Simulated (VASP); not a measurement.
# KCl (Fm-3m) in VASP: further runs

The runs below take KCl through single point, with PBE.

Everything below comes from runs of VASP 6.6.1. Logs are shortened: lines on timing, memory, paths and dates and some standing lists are left out, and cuts for length are marked.

**The experiment to reproduce.**

From a printed reference work, monograph, for a bulk crystal of KCl: band gap 8.68 eV.

How close the calculation comes is told below.

### Step 1. The cell of the first run

Symmetry: Fm-3m, No. 225, cubic system. The conventional cell has a = 6.442 Å, b = 6.442 Å, c = 6.442 Å, α = 90.00°, β = 90.00°, γ = 90.00°. K (site symmetry m-3m) has 6 Cl at 3.22 Å within 4.2 Å. Within 4.2 Å of Cl (site symmetry m-3m) lie 6 K at 3.22 Å.

### Step 2. Single point, PBE (33.41 Å³/atom)

INCAR

```
SYSTEM = KCl
  ALGO = Normal
  EDIFF = 1E-6
  ENCUT = 520
  GGA = PE
  ISIF = 2
  ISMEAR = 0
  LASPH = .True.
  LCHARG = .True.
  LELF = .True.
  LREAL = .False.
  LVHAR = .True.
  LWAVE = .False.
  NBANDS = 15
  NELM = 80
  PREC = Accurate
  SIGMA = 0.01
```

KPOINTS

```
k-points
0
Gamma
  6 6 6
  0 0 0
```

POSCAR

```
KCl
1.0
    0.0000000000      3.2207598233      3.2207598233
    3.2207598233      0.0000000000      3.2207598233
    3.2207598233      3.2207598233      0.0000000000
K Cl
1 1
Direct
    0.0000000000      0.0000000000      0.0000000000
    0.5000000000      0.5000000000      0.5000000000
```

Potentials or basis: VASP PAW PBE potentials, release 64 (K_sv, Cl).

Launch:

```console
$ cat potpaw_PBE.64/K_sv/POTCAR potpaw_PBE.64/Cl/POTCAR > POTCAR
$ mpirun -np 1 vasp_std > vasp.out
```

OUTCAR:

```text
SYSTEM = KCl
   EDIFF = 1E-6
   ENCUT = 520
   GGA = PE
   ISIF = 2
   ISMEAR = 0
   LASPH = .True.
   LREAL = .False.
   NELM = 80
   PREC = Accurate

 ion  position               nearest neighbor table
   1  0.000  0.000  0.000-   2 3.22   2 3.22   2 3.22   2 3.22   2 3.22   2 3.22
   2  0.500  0.500  0.500-   1 3.22   1 3.22   1 3.22   1 3.22   1 3.22   1 3.22

  LATTYP: Found a face centered cubic cell.
 ALAT       =     6.4415196466

  Lattice vectors:

 A1 = (   0.0000000000,   3.2207598233,   3.2207598233)
 A2 = (   3.2207598233,   0.0000000000,   3.2207598233)
 A3 = (   3.2207598233,   3.2207598233,   0.0000000000)

Analysis of symmetry for initial positions (statically):
=====================================================================
 Subroutine PRICEL returns:
 Original cell was already a primitive cell.

 Routine SETGRP: Setting up the symmetry group for a
 face centered cubic supercell.

 Subroutine GETGRP returns: Found 48 space group operations
 (whereof 48 operations were pure point group operations)
 out of a pool of 48 trial point group operations.

The static configuration has the point symmetry O_h .

Analysis of symmetry for dynamics (positions and initial velocities):
=====================================================================
 Subroutine PRICEL returns:
 Original cell was already a primitive cell.

 Routine SETGRP: Setting up the symmetry group for a
 face centered cubic supercell.

 Subroutine GETGRP returns: Found 48 space group operations
 (whereof 48 operations were pure point group operations)
 out of a pool of 48 trial point group operations.

The dynamic configuration has the point symmetry O_h .

 Subroutine INISYM returns: Found 48 space group operations
 (whereof 48 operations are pure point group operations),
 and found     1 'primitive' translations

----------------------------------------------------------------------------------------

                                     Primitive cell

  volume of cell :      66.8198

  direct lattice vectors                    reciprocal lattice vectors
     0.000000000  3.220759823  3.220759823    -0.155242870  0.155242870  0.155242870
     3.220759823  0.000000000  3.220759823     0.155242870 -0.155242870  0.155242870
     3.220759823  3.220759823  0.000000000     0.155242870  0.155242870 -0.155242870

  length of vectors
     4.554842223  4.554842223  4.554842223     0.268888539  0.268888539  0.268888539

  position of ions in fractional coordinates (direct lattice)
     0.000000000  0.000000000  0.000000000
     0.500000000  0.500000000  0.500000000

  ion indices of the primitive-cell ions
   primitive index   ion index
                 1           1
                 2           2

----------------------------------------------------------------------------------------

 KPOINTS: k-points

Automatic generation of k-mesh.
 Grid dimensions read from file:
 generate k-points for:    6    6    6

 Generating k-lattice:

  Cartesian coordinates                     Fractional coordinates (reciprocal lattice)
    -0.025873812  0.025873812  0.025873812     0.166666667  0.000000000  0.000000000
     0.025873812 -0.025873812  0.025873812     0.000000000  0.166666667  0.000000000
     0.025873812  0.025873812 -0.025873812     0.000000000  0.000000000  0.166666667

  Length of vectors
     0.044814757  0.044814757  0.044814757

  Shift w.r.t. Gamma in fractional coordinates (k-lattice)
     0.000000000  0.000000000  0.000000000

 Subroutine IBZKPT returns following result:
 ===========================================

 Found     16 irreducible k-points:

 Following reciprocal coordinates:
            Coordinates               Weight
  0.000000  0.000000  0.000000      1.000000
  0.166667  0.000000  0.000000      8.000000
  0.333333  0.000000  0.000000      8.000000
  0.500000  0.000000  0.000000      4.000000
  0.166667  0.166667  0.000000      6.000000
  0.333333  0.166667  0.000000     24.000000
[... 8 lines left out ...]
 -0.333333  0.333333  0.166667     24.000000
 -0.333333  0.500000  0.166667     12.000000
   k-points           NKPTS =     16   k-points in BZ     NKDIM =     16   number of bands    NBANDS=     15
   number of dos      NEDOS =    301   number of ions     NIONS =      2
   total plane-waves  NPLWV =  46656
   dimension x,y,z NGX =    36 NGY =   36 NGZ =   36
   dimension x,y,z NGXF=    72 NGYF=   72 NGZF=   72
   ions per type =               1   1
   NGX,Y,Z   is equivalent  to a cutoff of  13.14, 13.14, 13.14 a.u.
   NGXF,Y,Z  is equivalent  to a cutoff of  26.28, 26.28, 26.28 a.u.
 SYSTEM =  KCl
   PREC   = accura    normal or accurate (medium, high low for compatibility)
   ISTART =      0    job   : 0-new  1-cont  2-samecut
   ICHARG =      2    charge: 1-file 2-atom 10-const
   ISPIN  =      1    spin polarized calculation?
   LNONCOLLINEAR =      F non collinear calculations
   LSORBIT =      F    spin-orbit coupling
   LASPH  =      T    aspherical Exc in radial PAW
   ENCUT  =  520.0 eV  38.22 Ry    6.18 a.u.   8.47  8.47  8.47*2*pi/ulx,y,z
   NELM   =     80;   NELMIN=  2; NELMDL= -5     # of ELM steps
   EDIFF  = 0.1E-05   stopping-criterion for ELM
   LREAL  =      F    real-space projection
   EDIFFG = 0.1E-04   stopping-criterion for IOM
   NSW    =      0    number of steps for IOM
   IBRION =     -1    ionic relax: 0-MD 1-quasi-New 2-CG
   NFREE  =      0    steps in history (QN), initial steepest desc. (CG)
   ISIF   =      2    stress and relaxation
   ISYM   =      2    0-nonsym 1-usesym 2-fastsym
   POTIM  = 0.5000    time-step for ionic-motion
   TEBEG  =    0.0;   TEEND  =   0.0 temperature during run
   PSTRESS=    0.0 pullay stress
   NELECT =      16.0000    total number of electrons
   NUPDOWN=      -1.0000    fix difference up-down
   EMIN   =  10.00;   EMAX   =-10.00  energy-range for DOS
   EFERMI =   0.00;   METHOD = LEGACY
   ISMEAR =     0;   SIGMA  =   0.01  broadening in eV -4-tet -1-fermi 0-gaus
   EFERMI_NEDOS =   21; number of points for ismear=-14 and -15
   IALGO  =     38    algorithm
   IMIX   =      4    mixing-type and parameters
     AMIX     =   0.40;   BMIX     =  1.00
     AMIX_MAG =   1.60;   BMIX_MAG =  1.00
  volume/ion in A,a.u.               =      33.41       225.46
  Fermi-wavevector in a.u.,A,eV,Ry     =   1.016592  1.921079 14.061054  1.033458
  Thomas-Fermi vector in A             =   2.149944
   LORBIT       =      0    0 simple, 1 ext, 2 COOP (PROOUT), +10 PAW based schemes
   GGA     = PE    functional components
   LHFCALC =     F    Hartree Fock is set to
   AEXX    =    0.0000 exact exchange contribution
   IVDW    =     0    specifies the selected vdW correction
   LEPSILON=     F    determine dielectric tensor
   LRPA    =     F    only Hartree local field effects (RPA)
 non-spin polarized calculation
 Gauss-broadening in eV      SIGMA  =   0.01
  energy-cutoff  :      520.00
  volume of cell :       66.82
 maximum number of plane-waves:      1820
 NGX is ok and might be reduce to    36
   NGX = 17   NGY = 17   NGZ = 17

 number of electron      15.9999999 magnetization

 Free energy of the ion-electron system (eV)
  ---------------------------------------------------
  ext. energy  EPLUGINS =         0.00000000
  ---------------------------------------------------
  free energy    TOTEN  =        -6.80909711 eV

  energy without entropy =       -6.80909711  energy(sigma->0) =       -6.80909711

 E-fermi :  -2.0122     XC(G=0):  -7.2576

 val. band max:       -2.1055261092   @ k =   0.0000   0.0000   0.0000
 cond. band min:       2.8486593875   @ k =   0.0000   0.0000   0.0000
 fundamental gap:      4.9541854967
 Fermi energy:        -2.0121590241

 k-point     1 :       0.0000    0.0000    0.0000
  band No.  band energies     occupation
      1     -29.4806      2.00000
      2     -14.1494      2.00000
      3     -12.9397      2.00000
      4     -12.9397      2.00000
      5     -12.9397      2.00000
      6      -2.1055      2.00000
      7      -2.1055      2.00000
      8      -2.1055      2.00000
      9       2.8487      0.00000
     10       6.2261      0.00000
     11       6.2261      0.00000
     12       6.2261      0.00000
     13       7.0651      0.00000
     14       7.0651      0.00000
     15      10.6204      0.00000

 k-point     2 :       0.1667    0.0000    0.0000
  band No.  band energies     occupation
      1     -29.4787      2.00000
      2     -14.1949      2.00000
      3     -12.9417      2.00000
      4     -12.9417      2.00000
      5     -12.8833      2.00000
      6      -2.3841      2.00000
      7      -2.1771      2.00000
      8      -2.1771      2.00000
      9       3.4445      0.00000
     10       6.0421      0.00000
     11       6.5463      0.00000
     12       6.5463      0.00000
     13       7.3956      0.00000
     14       7.3956      0.00000
     15      11.4396      0.00000

 k-point     3 :       0.3333    0.0000    0.0000
  band No.  band energies     occupation
      1     -29.4751      2.00000
      2     -14.2758      2.00000
      3     -12.9456      2.00000
      4     -12.9456      2.00000
      5     -12.7803      2.00000
      6      -2.8448      2.00000
      7      -2.3135      2.00000
      8      -2.3135      2.00000
      9       4.6590      0.00000
     10       6.0067      0.00000
     11       7.4109      0.00000
     12       7.4109      0.00000
     13       8.2362      0.00000
     14       8.2362      0.00000
     15      10.2856      0.00000
[... 199 lines left out ...]
 k-point    15 :      -0.3333    0.3333    0.1667
  band No.  band energies     occupation
      1     -29.4716      2.00000
      2     -14.1947      2.00000
      3     -12.9976      2.00000
      4     -12.9835      2.00000
      5     -12.8394      2.00000
      6      -2.7446      2.00000
      7      -2.5025      2.00000
      8      -2.4161      2.00000
      9       5.7022      0.00000
     10       5.9356      0.00000
     11       7.3159      0.00000
     12       7.6111      0.00000
     13       8.8232      0.00000
     14       9.3048      0.00000
     15       9.4729      0.00000

 k-point    16 :      -0.3333    0.5000    0.1667
  band No.  band energies     occupation
      1     -29.4710      2.00000
      2     -14.1296      2.00000
      3     -13.0303      2.00000
      4     -12.9979      2.00000
      5     -12.8912      2.00000
      6      -2.6335      2.00000
      7      -2.4777      2.00000
      8      -2.4355      2.00000
      9       5.1214      0.00000
     10       6.6023      0.00000
     11       6.6336      0.00000
     12       7.7655      0.00000
     13       8.6041      0.00000
     14       9.3183      0.00000
     15       9.7952      0.00000

------------------------ aborting loop because EDIFF is reached ----------------------------------------

  FORCE on cell =-STRESS in cart. coord.  units (eV):
  Direction    XX          YY          ZZ          XY          YZ          ZX
  --------------------------------------------------------------------------------------
  -------------------------------------------------------------------------------------
  Total       -0.1722548     -0.1722548     -0.1722548     -0.0000000     -0.0000000      0.0000000
  in kB       -4.1302543     -4.1302543     -4.1302543     -0.0000000     -0.0000000      0.0000000
  external PRESSURE =      -4.1302543 kB  Pullay stress =       0.0000000 kB

 VOLUME and BASIS-vectors are now :
 -----------------------------------------------------------------------------
  energy-cutoff  :      520.00
  volume of cell :       66.82
      direct lattice vectors                 reciprocal lattice vectors
     0.000000000  3.220759823  3.220759823    -0.155242870  0.155242870  0.155242870
     3.220759823  0.000000000  3.220759823     0.155242870 -0.155242870  0.155242870
     3.220759823  3.220759823  0.000000000     0.155242870  0.155242870 -0.155242870

 POSITION                                       TOTAL-FORCE (eV/Angst)
 -----------------------------------------------------------------------------------
      0.00000      0.00000      0.00000        -0.000000     -0.000000     -0.000000
      3.22076      3.22076      3.22076         0.000000      0.000000      0.000000
 -----------------------------------------------------------------------------------
    total drift:                                0.000000      0.000000      0.000000

  FREE ENERGIE OF THE ION-ELECTRON SYSTEM (eV)
  ---------------------------------------------------
  free  energy   TOTEN  =        -6.8090971142 eV

  energy  without entropy=       -6.8090971142  energy(sigma->0) =       -6.80909711
```

Wall time 8.1 s (1 thread of Intel Xeon 6975P-C (Granite Rapids), shared host); peak memory 0.2 GiB.

What came out:

```
Free energy            : -6.8091 eV
Pressure               : -0.4 GPa
Band gap on the k mesh : 4.95 eV
```

### Step 3. Single point, PBE (34.38 Å³/atom)

This run uses another cell than the first one, of 34.38 Å³/atom.

INCAR

```
SYSTEM = KCl
PREC = Accurate
ENCUT = 520
EDIFF = 1E-7
ISMEAR = 0
SIGMA = 0.01
LREAL = .FALSE.
LASPH = .TRUE.
NELM = 60
ALGO = Normal
ISIF = 2
LWAVE = .FALSE.
LCHARG = .TRUE.
GGA = PE
LELF = .TRUE.
LVHAR = .TRUE.
NBANDS = 15
```

KPOINTS

```
Automatic mesh
0
G
  6 6 6
  0 0 0
```

POSCAR

```
KCl
1.0
    0.0000000000      3.2517305676      3.2517305676
    3.2517305676      0.0000000000      3.2517305676
    3.2517305676      3.2517305676      0.0000000000
K Cl
1 1
Direct
    0.0000000000      0.0000000000      0.0000000000
    0.5000000000      0.5000000000      0.5000000000
```

Potentials or basis: VASP PAW PBE potentials, release 64 (K_sv, Cl).

Launch:

```console
$ cat potpaw_PBE.64/K_sv/POTCAR potpaw_PBE.64/Cl/POTCAR > POTCAR
$ mpirun -np 1 vasp_std > vasp.out
```

It took 8.6 s on 1 thread of Intel Xeon 6975P-C (Granite Rapids), shared host; peak memory 0.2 GiB.

The run converged. Its results:

* Free energy: -6.8021 eV
* Pressure: -0.8 GPa
* Band gap on the k mesh: 4.86 eV

Levels at points of the mesh, in eV from the valence-band top:
| k point | band 5 | band 6 | band 7 | band 8 | band 9 | band 10 | band 11 | band 12 |
| --- | --- | --- | --- | --- | --- | --- | --- | --- |
| (0.00, 0.00, 0.00) | -10.91 | 0.00 | 0.00 | 0.00 | 4.86 | 8.31 | 8.31 | 8.31 |
| (0.50, 0.00, 0.00) | -10.71 | -0.89 | -0.25 | -0.25 | 7.30 | 8.20 | 10.19 | 10.19 |
| (0.50, 0.50, 0.00) | -10.95 | -0.59 | -0.20 | -0.20 | 6.59 | 7.91 | 9.50 | 10.03 |

### Step 4. Against experiment

Step 2. A measured gap of KCl is 8.68 eV (a printed reference work, monograph); the calculated 4.95 eV misses it by -3.73 eV. The value is that of PBE, without temperature or zero-point motion. Semilocal functionals fall short of measured gaps as a rule.

Step 3. Against the measured gap of KCl, 8.68 eV (a printed reference work, monograph), the calculated 4.86 eV is off by -3.82 eV. The value is that of PBE, without temperature or zero-point motion. Semilocal functionals fall short of measured gaps as a rule.
